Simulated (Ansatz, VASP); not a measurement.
**PbSe in VASP and in Ansatz**

INCAR

```
SYSTEM = PbSe
ALGO = Normal ; EDIFF = 1E-6
ENCUT = 520 ; GGA = PE
ISIF = 2 ; ISMEAR = -1
LASPH = .True. ; LCHARG = .False.
LREAL = .False. ; LWAVE = .False.
NBANDS = 17 ; NELM = 100
PREC = Accurate ; SIGMA = 0.01
```

File KPOINTS:

```
k-points
0
Gamma
  9 9 9
  0 0 0
```

File POSCAR:

```
PbSe
1.0
    0.0000000000      3.0927715000      3.0621500000
    3.0927715000      0.0000000000      3.0621500000
    3.0927715000      3.0927715000      0.0000000000
Pb Se
1 1
Direct
    0.0000000000      0.0000000000      0.0000000000
    0.5000000000      0.5000000000      0.5000000000
```

Input for Ansatz:

```yaml
crystal:
  lattice:
    - [0.0, 3.0927715, 3.06215]
    - [3.0927715, 0.0, 3.06215]
    - [3.0927715, 3.0927715, 0.0]
  atoms:
    - { symbol: Pb, position: [0.0, 0.0, 0.0] }
    - { symbol: Se, position: [0.5, 0.5, 0.5] }
kpoints:
  mp_grid: { grid: [9, 9, 9] }
  band_path:
    path:
      - [0.0, 0.0, 0.0]
      - [0.0, 0.5, 0.5]
      - [0.25, 0.75, 0.5]
      - [0.0, 0.5, 0.0]
      - [0.0, 0.0, 0.0]
      - [0.5, 0.5, 0.0]
      - [0.3775125, 0.6224875, 0.0]
      - [-0.3775125, 0.3775125, 0.0]
      - [0.0, 0.0, 0.0]
    npoints: 5
scf:
  occupations: { method: fermi_dirac, width: 0.01 }
hamiltonian:
  xc: pbe
  pseudopotentials: { kind: all_electron, lapw: { basis_error: 0.00025 } }
output:
  forces: true
  stress: true
  eigenvalues: true
```

Change from the starting cell: equal xx and yy strain of +1 %.

Alike in both runs: task single point; functional PBE; k mesh 9 × 9 × 9; occupations fermi-dirac, width 0.01 eV; no spin polarisation.

|  | VASP | Ansatz |
| --- | --- | --- |
| version | VASP 6.6.1 | Ansatz 0.2.0 |
| potentials or method | VASP PAW PBE potentials, release 64 (Pb_d, Se) | all-electron LAPW, scalar-relativistic |
| plane-wave cutoff (eV) | 520 | see its input |

```csv
,VASP,Ansatz,Ansatz less VASP
gap on the k mesh at the Fermi level (eV),0.72,0.72,-0.003
pressure (GPa),1.2,1.3,+0.02
largest component of the traceless stress (GPa),0.79,0.79,-0.002
```

Ansatz ran all-electron here, so the differences hold the error of VASP's frozen core and of both bases.

Caveats: spin-orbit coupling is left out, which as a rule narrows the gap of such compounds by several tenths of an eV; an odd mesh through Γ misses points on the zone boundary, where band edges often lie.
